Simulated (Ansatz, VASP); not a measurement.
**GaP: VASP beside Ansatz**

```
Ga P
1.0
     0.00000    2.71614    2.71614
     2.71614    0.00000    2.71614
     2.71614    2.71614    0.00000
Ga P
1 1
Cartesian
  0.0000 0.0000 0.0000
  4.0742 4.0742 4.0742
```

Change from the starting cell: volume scaled by 0.99, crystal datasets.

Alike in both runs: task electric field gradients; functional PBEsol; k mesh 12 × 12 × 12; occupations fermi-dirac, width 0.08 eV; no spin polarisation.

|  | VASP | Ansatz |
| --- | --- | --- |
| version | VASP 6.6.1 | Ansatz 0.2.0 |
| potentials or method | VASP PAW PBE potentials, release 64 (Ga_d, P), cutoff 520 eV | all-electron PAW with datasets made for the crystal, scalar-relativistic |

|  | VASP | Ansatz | Ansatz less VASP |
| --- | --- | --- | --- |
| pressure (GPa) | 0.2 | 0.3 | +0.04 |
| Vzz of the field gradient on the site that differs most (V/Å²) | 0.0 | 0.0 | 0.00 |

Ansatz ran all-electron here, so the differences hold the error of VASP's frozen core and of both bases.

Caveats: the PAW data sets were made with another functional, which shifts forces and pressure a little (VASP). A k mesh can miss the band edges.
